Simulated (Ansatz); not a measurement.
Born–Oppenheimer molecular dynamics of a periodic cell of 16 atoms, WC (start crystal WC, start structure P-6m2, volume 1.1 times the crystal's). It starts from a structure without forces on its atoms.

These are results of DFT LDA, scalar-relativistic, plane waves, PAW in Ansatz, not measurements. Settings: accuracy low, PAW set soft_1, cutoff 420 eV, k mesh 2x2x2, fermi-dirac smearing 0.36 eV, no spin polarisation.

| Quantity | Value |
| --- | --- |
| ensemble | NVT, Langevin thermostat |
| time step | 1 fs |
| steps asked | 600 |
| set temperature | 300 K |
| friction | 0.02 /fs |
| temperature schedule | 600 steps to 4200 K |
| seed | 581584 |

Frames 5 fs apart, positions in Å, forces in eV/Å.

Velocities at 450 fs (Å/ps):

```
W 4.37 -0.43 -4.84
C 12.39 0.71 -17.32
W -1.71 -0.71 3.21
C 17.85 -3.64 0.51
W -3.76 -5.12 -0.64
C -6.63 0.21 24.64
W -1.70 1.46 1.07
C 4.17 -7.43 -7.83
W -5.37 2.27 -2.81
C -12.67 -6.33 12.55
W -5.84 1.93 3.10
C -26.98 31.16 9.11
W 7.28 3.63 -1.81
C -3.42 -13.57 -19.24
W 1.20 -1.81 -1.76
C 22.22 -5.39 13.07
```

```xyz
16
Lattice="-2.9354 -5.0842 0.0000 4.4031 -2.5421 0.0000 0.0000 0.0000 5.7662" Properties=species:S:1:pos:R:3:forces:R:3 time_fs=450 energy_less_start_eV=5.760 T=2740
W 0.137 -4.926 0.072 1.15 -1.64 1.77
C 1.394 -3.972 1.472 1.79 -1.82 -0.05
W 0.186 -4.895 3.157 1.75 -3.06 -5.37
C 1.681 -3.947 4.394 0.21 -4.30 1.64
W -1.246 -2.465 0.182 -2.56 0.36 -3.90
C 0.019 -1.529 1.552 1.10 -1.02 -0.98
W -1.329 -2.448 2.851 0.36 -0.35 2.58
C 0.174 -1.660 4.166 0.03 0.16 1.78
W 1.623 -2.278 -0.053 -0.89 -4.01 3.01
C 2.862 -1.675 1.466 3.18 1.42 0.17
W 1.689 -2.591 2.983 -1.38 5.23 -2.86
C 3.127 -1.706 4.452 1.19 1.47 -1.48
W 0.094 -0.102 0.004 0.72 4.38 0.47
C -1.449 -4.142 1.353 1.24 0.06 0.64
W 0.405 0.041 2.847 -5.44 0.52 2.01
C -1.212 -4.357 4.406 -2.47 2.61 0.57
16
Lattice="-2.9354 -5.0842 0.0000 4.4031 -2.5421 0.0000 0.0000 0.0000 5.7662" Properties=species:S:1:pos:R:3:forces:R:3 time_fs=455 energy_less_start_eV=6.466 T=2615
W 0.160 -4.932 0.048 1.26 -1.76 3.44
C 1.477 -3.980 1.381 1.22 -1.55 1.19
W 0.186 -4.900 3.177 2.05 -2.98 -6.57
C 1.757 -3.981 4.406 -0.34 -3.34 1.07
W -1.277 -2.489 0.173 -1.46 1.12 -3.64
C 0.006 -1.546 1.623 1.30 -0.76 -2.76
W -1.335 -2.429 2.852 0.17 -1.12 2.38
C 0.180 -1.694 4.110 -0.28 1.05 2.74
W 1.596 -2.273 -0.065 -0.06 -3.97 3.47
C 2.838 -1.674 1.512 3.13 1.47 -0.31
W 1.659 -2.585 2.994 -0.58 4.08 -3.40
C 3.035 -1.538 4.489 2.18 -0.63 -1.53
W 0.129 -0.083 -0.022 -0.78 3.27 0.68
C -1.469 -4.211 1.270 1.38 0.80 1.66
W 0.410 0.028 2.839 -4.82 1.19 1.98
C -1.144 -4.353 4.456 -4.37 3.13 -0.42
16
Lattice="-2.9354 -5.0842 0.0000 4.4031 -2.5421 0.0000 0.0000 0.0000 5.7662" Properties=species:S:1:pos:R:3:forces:R:3 time_fs=460 energy_less_start_eV=6.712 T=2441
W 0.174 -4.932 0.020 1.14 -1.73 4.98
C 1.569 -4.058 1.288 0.47 -0.17 2.68
W 0.204 -4.911 3.187 0.92 -2.07 -6.95
C 1.843 -4.051 4.447 -1.52 -1.29 -0.29
W -1.310 -2.500 0.159 0.03 0.50 -3.18
C 0.031 -1.598 1.611 1.55 -0.29 -2.82
W -1.331 -2.399 2.853 -0.18 -1.92 1.99
C 0.164 -1.734 4.094 -0.08 1.76 3.19
W 1.569 -2.276 -0.071 1.48 -3.84 3.29
C 2.900 -1.666 1.515 2.11 0.93 -0.20
W 1.629 -2.578 2.995 0.97 2.64 -3.51
C 3.000 -1.412 4.471 1.68 -3.15 -1.10
W 0.164 -0.067 -0.053 -1.80 2.74 1.05
C -1.476 -4.297 1.279 2.13 1.85 1.31
W 0.411 0.012 2.833 -4.75 1.26 1.91
C -1.145 -4.293 4.528 -4.14 2.79 -2.35
16
Lattice="-2.9354 -5.0842 0.0000 4.4031 -2.5421 0.0000 0.0000 0.0000 5.7662" Properties=species:S:1:pos:R:3:forces:R:3 time_fs=465 energy_less_start_eV=6.755 T=2740
W 0.180 -4.934 0.003 0.41 -0.77 4.77
C 1.670 -4.108 1.276 -1.33 0.77 3.12
W 0.220 -4.928 3.189 0.10 -0.57 -7.37
C 1.904 -4.145 4.504 -3.19 1.09 -1.97
W -1.344 -2.499 0.153 2.21 -0.44 -2.60
C 0.077 -1.655 1.558 1.47 0.17 -1.76
W -1.329 -2.382 2.852 -0.33 -2.27 1.81
C 0.115 -1.765 4.141 0.75 2.15 2.68
W 1.550 -2.277 -0.070 2.80 -3.69 2.81
C 3.031 -1.621 1.548 0.68 0.16 -0.35
W 1.590 -2.567 2.996 2.25 1.83 -3.04
C 3.012 -1.330 4.413 0.64 -5.22 0.38
W 0.186 -0.045 -0.078 -2.34 2.53 1.40
C -1.452 -4.381 1.292 2.40 2.42 1.18
W 0.407 0.000 2.824 -4.85 1.33 1.75
C -1.225 -4.147 4.547 -1.67 0.51 -2.82
16
Lattice="-2.9354 -5.0842 0.0000 4.4031 -2.5421 0.0000 0.0000 0.0000 5.7662" Properties=species:S:1:pos:R:3:forces:R:3 time_fs=470 energy_less_start_eV=6.812 T=3092
W 0.188 -4.941 -0.004 0.15 0.05 4.41
C 1.765 -4.136 1.355 -2.95 1.41 2.40
W 0.243 -4.940 3.192 -0.15 0.73 -8.22
C 1.883 -4.180 4.510 -3.63 2.00 -2.27
W -1.372 -2.495 0.150 3.25 -0.70 -2.43
C 0.139 -1.712 1.466 0.74 0.75 -0.08
W -1.322 -2.380 2.856 -0.05 -2.19 1.70
C 0.049 -1.755 4.238 1.59 2.10 1.45
W 1.526 -2.285 -0.078 3.65 -3.61 2.47
C 3.196 -1.568 1.594 -0.50 -0.50 -0.69
W 1.543 -2.543 2.990 3.13 1.33 -2.57
C 3.018 -1.293 4.374 -0.09 -6.34 1.73
W 0.199 -0.023 -0.098 -2.12 2.83 1.84
C -1.365 -4.422 1.345 1.68 2.33 0.56
W 0.403 -0.025 2.812 -4.61 1.87 1.56
C -1.307 -4.002 4.469 -0.08 -2.05 -1.84
16
Lattice="-2.9354 -5.0842 0.0000 4.4031 -2.5421 0.0000 0.0000 0.0000 5.7662" Properties=species:S:1:pos:R:3:forces:R:3 time_fs=475 energy_less_start_eV=6.418 T=3685
W 0.191 -4.936 -0.008 0.16 -1.04 3.56
C 1.788 -4.138 1.474 -2.97 1.12 0.65
W 0.270 -4.938 3.192 -1.00 0.01 -7.93
C 1.792 -4.209 4.467 -2.49 2.35 -1.15
W -1.399 -2.496 0.140 2.65 0.21 -2.14
C 0.173 -1.741 1.368 -0.06 1.45 1.54
W -1.312 -2.385 2.872 0.68 -1.33 1.16
C 0.046 -1.679 4.339 0.75 1.20 -0.29
W 1.499 -2.300 -0.089 4.49 -3.64 2.26
C 3.331 -1.522 1.637 -1.18 -0.76 -1.19
W 1.502 -2.521 2.980 3.96 0.98 -2.34
C 2.984 -1.385 4.337 -0.04 -3.95 2.05
W 0.202 0.000 -0.114 -1.69 3.20 2.16
C -1.235 -4.373 1.406 -0.07 1.73 0.39
W 0.392 -0.051 2.791 -3.79 2.72 1.43
C -1.381 -3.869 4.341 0.59 -4.26 -0.15
16
Lattice="-2.9354 -5.0842 0.0000 4.4031 -2.5421 0.0000 0.0000 0.0000 5.7662" Properties=species:S:1:pos:R:3:forces:R:3 time_fs=480 energy_less_start_eV=7.034 T=3244
W 0.191 -4.925 0.001 0.36 -1.95 2.99
C 1.734 -4.121 1.615 -1.65 0.19 -1.37
W 0.301 -4.931 3.188 -3.15 -2.08 -7.30
C 1.681 -4.180 4.393 -0.19 2.21 1.16
W -1.420 -2.492 0.128 1.73 1.47 -1.64
C 0.206 -1.728 1.285 -1.21 2.00 2.93
W -1.301 -2.395 2.895 1.07 0.31 -0.29
C 0.113 -1.552 4.382 -1.15 -0.69 -1.71
W 1.475 -2.307 -0.102 4.95 -4.29 2.38
C 3.453 -1.467 1.673 -1.73 -0.73 -1.64
W 1.465 -2.505 2.971 4.76 1.02 -2.27
C 2.907 -1.541 4.369 1.15 -0.17 0.70
W 0.208 0.025 -0.124 -1.73 3.76 2.52
C -1.104 -4.274 1.459 -1.65 1.02 0.53
W 0.377 -0.069 2.764 -2.50 3.45 1.49
C -1.474 -3.788 4.260 0.94 -5.53 1.52
16
Lattice="-2.9354 -5.0842 0.0000 4.4031 -2.5421 0.0000 0.0000 0.0000 5.7662" Properties=species:S:1:pos:R:3:forces:R:3 time_fs=485 energy_less_start_eV=8.232 T=2634
W 0.182 -4.926 0.006 0.50 -1.70 2.61
C 1.653 -4.118 1.749 -0.03 -0.15 -3.41
W 0.321 -4.915 3.167 -5.17 -3.49 -6.35
C 1.614 -4.125 4.338 1.06 1.74 3.00
W -1.436 -2.483 0.118 1.42 1.83 -1.26
C 0.199 -1.622 1.259 -0.87 0.87 2.46
W -1.291 -2.397 2.913 0.87 1.09 -0.95
C 0.163 -1.436 4.367 -1.83 -2.75 -1.76
W 1.465 -2.320 -0.112 3.09 -3.98 3.12
C 3.558 -1.437 1.696 -2.63 -0.09 -2.19
W 1.448 -2.482 2.960 4.96 1.19 -1.99
C 2.839 -1.683 4.392 2.77 2.17 -0.29
W 0.201 0.051 -0.127 -1.82 4.06 2.46
C -1.000 -4.146 1.517 -2.25 0.11 0.23
W 0.350 -0.087 2.737 -1.19 4.31 1.81
C -1.521 -3.787 4.225 1.12 -5.20 2.49
16
Lattice="-2.9354 -5.0842 0.0000 4.4031 -2.5421 0.0000 0.0000 0.0000 5.7662" Properties=species:S:1:pos:R:3:forces:R:3 time_fs=490 energy_less_start_eV=8.494 T=2400
W 0.173 -4.933 0.017 0.22 -0.84 2.29
C 1.581 -4.134 1.830 1.71 0.31 -5.13
W 0.332 -4.908 3.135 -6.47 -4.15 -4.23
C 1.569 -4.030 4.329 1.07 -0.10 3.29
W -1.432 -2.466 0.105 1.07 1.72 -1.26
C 0.173 -1.504 1.290 -0.08 -1.63 0.63
W -1.283 -2.398 2.928 -0.13 0.82 -0.15
C 0.159 -1.401 4.335 -1.85 -3.21 -0.66
W 1.458 -2.332 -0.124 1.35 -2.71 4.19
C 3.590 -1.461 1.677 -3.47 0.95 -2.44
W 1.435 -2.464 2.953 5.23 1.35 -1.98
C 2.810 -1.740 4.409 3.61 2.98 -0.81
W 0.197 0.088 -0.121 -2.09 3.30 1.70
C -1.009 -4.010 1.568 -1.39 -1.48 -0.64
W 0.319 -0.103 2.706 -0.49 5.48 3.05
C -1.528 -3.891 4.233 1.71 -2.81 2.16
16
Lattice="-2.9354 -5.0842 0.0000 4.4031 -2.5421 0.0000 0.0000 0.0000 5.7662" Properties=species:S:1:pos:R:3:forces:R:3 time_fs=495 energy_less_start_eV=8.115 T=2496
W 0.178 -4.942 0.047 0.05 -0.37 1.39
C 1.533 -4.160 1.776 2.59 1.26 -4.58
W 0.335 -4.904 3.101 -5.99 -3.82 -2.36
C 1.575 -3.956 4.351 0.22 -2.21 2.23
W -1.407 -2.438 0.096 0.74 1.38 -1.37
C 0.145 -1.400 1.366 0.35 -5.10 -2.59
W -1.270 -2.402 2.936 -1.88 0.33 0.12
C 0.088 -1.464 4.239 -0.63 -1.76 2.14
W 1.465 -2.343 -0.123 0.29 -1.32 4.75
C 3.567 -1.475 1.610 -3.59 1.25 -1.88
W 1.438 -2.446 2.950 5.52 0.53 -2.42
C 2.835 -1.775 4.440 3.53 3.30 -1.32
W 0.201 0.128 -0.103 -2.44 1.32 0.42
C -1.057 -3.927 1.583 -0.64 -2.68 -1.31
W 0.302 -0.110 2.683 -0.68 8.10 5.33
C -1.527 -4.044 4.252 2.55 -0.21 1.45
16
Lattice="-2.9354 -5.0842 0.0000 4.4031 -2.5421 0.0000 0.0000 0.0000 5.7662" Properties=species:S:1:pos:R:3:forces:R:3 time_fs=500 energy_less_start_eV=7.224 T=3450
W 0.183 -4.941 0.081 -0.16 -0.22 0.29
C 1.573 -4.157 1.678 1.38 1.34 -2.68
W 0.325 -4.907 3.075 -4.51 -2.83 -2.41
C 1.561 -3.947 4.389 0.12 -2.85 1.15
W -1.369 -2.411 0.084 0.33 1.09 -1.38
C 0.113 -1.427 1.409 0.54 -4.90 -3.45
W -1.268 -2.401 2.935 -3.14 -0.57 -0.44
C 0.058 -1.578 4.149 0.49 0.49 4.04
W 1.485 -2.346 -0.114 0.51 -1.02 4.98
C 3.488 -1.486 1.495 -3.03 0.87 -0.37
W 1.460 -2.433 2.962 5.51 -0.51 -3.15
C 2.892 -1.800 4.451 3.01 3.28 -1.74
W 0.213 0.166 -0.084 -2.94 -0.78 0.42
C -1.100 -3.880 1.563 -0.32 -3.51 -1.31
W 0.294 -0.098 2.659 -1.27 8.46 6.08
C -1.517 -4.198 4.297 3.51 1.64 -0.03
16
Lattice="-2.9354 -5.0842 0.0000 4.4031 -2.5421 0.0000 0.0000 0.0000 5.7662" Properties=species:S:1:pos:R:3:forces:R:3 time_fs=505 energy_less_start_eV=5.594 T=3998
W 0.178 -4.939 0.121 -0.19 -0.05 -1.30
C 1.638 -4.102 1.515 0.11 0.88 -0.21
W 0.307 -4.918 3.056 -3.22 -1.77 -2.59
C 1.566 -4.035 4.439 0.39 -1.37 -0.16
W -1.331 -2.379 0.074 -0.17 0.37 -1.69
C 0.087 -1.578 1.387 1.18 -0.46 -0.97
W -1.268 -2.397 2.933 -3.23 -1.18 -1.22
C 0.102 -1.663 4.099 -0.09 1.86 4.64
W 1.500 -2.350 -0.105 1.91 -1.18 4.22
C 3.356 -1.462 1.421 -1.80 -0.33 1.01
W 1.501 -2.413 2.975 5.53 -1.89 -3.82
C 2.998 -1.727 4.453 1.27 2.15 -1.74
W 0.223 0.202 -0.073 -3.20 -2.08 1.45
C -1.107 -3.875 1.517 -0.86 -3.39 -0.53
W 0.278 -0.074 2.645 -1.63 5.73 4.47
C -1.479 -4.349 4.325 4.00 2.69 -1.55
```

Of the whole run (600 fs, mean temperature of the second half 3008 K): The schedule's set-point averaged 3225 K over the second half and the system 3008 K. A run of 0.6 ps of so small a system gives no equilibrium averages. Limits of this set-up: coarse k mesh, PAW files made for another functional, low accuracy level.

The run took 28 min on 1 thread of Intel(R) Xeon(R) 6975P-C (Granite Rapids) (shared host), peak memory 0.58 GiB.
